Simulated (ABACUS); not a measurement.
**Tc under changes of volume**

One of the cells (14.830 Å³/atom); the others are scaled copies at fixed shape and fractional positions:

```
Tc
1.0
     0.00000    1.95000    1.95000
     1.95000    0.00000    1.95000
     1.95000    1.95000    0.00000
Tc
1
Direct
  0.00000 0.00000 0.00000
```

This isn't the form of Tc at room conditions, which is hcp.

* Program: ABACUS 3.10.1
* Functional: PBE
* Potentials or basis: PseudoDojo NC SR 0.4.1 PBE standard
* Cutoff: 1143 eV
* Density cutoff: 4572 eV
* Basis: plane waves
* k mesh: 12 × 12 × 12
* Occupations: fermi-dirac, width 0.05 eV
* Spin: no spin polarisation

| volume (Å³/atom) | energy over the lowest point (meV/atom) | pressure (GPa) |
| --- | --- | --- |
| 13.940 | 23.32 | 13.3 |
| 14.237 | 5.40 | 6.1 |
| 14.533 | 0.00 | -0.3 |
| 14.830 | 5.79 | -6.0 |
| 15.126 | 21.59 | -11.1 |
| 15.423 | ? | ? |
| 15.720 | 79.04 | -19.7 |

Problem. What does the run at 15.423 Å³/atom give?

Solution. Energy over the lowest point 46.32 meV/atom; pressure -15.6 GPa.

Worked out: A Birch-Murnaghan fit of order 3 (a polynomial in V^(-2/3)) to the other rows has its minimum at 14.52 Å³/atom with B0 = V·E''(V) = 297 GPa and B' = 4.6. It gives 46.31 meV/atom at 15.423 Å³/atom, against the run's 46.32, and -dE/dV = -15.6 GPa, against -15.6.

Energies are extrapolated to zero smearing.
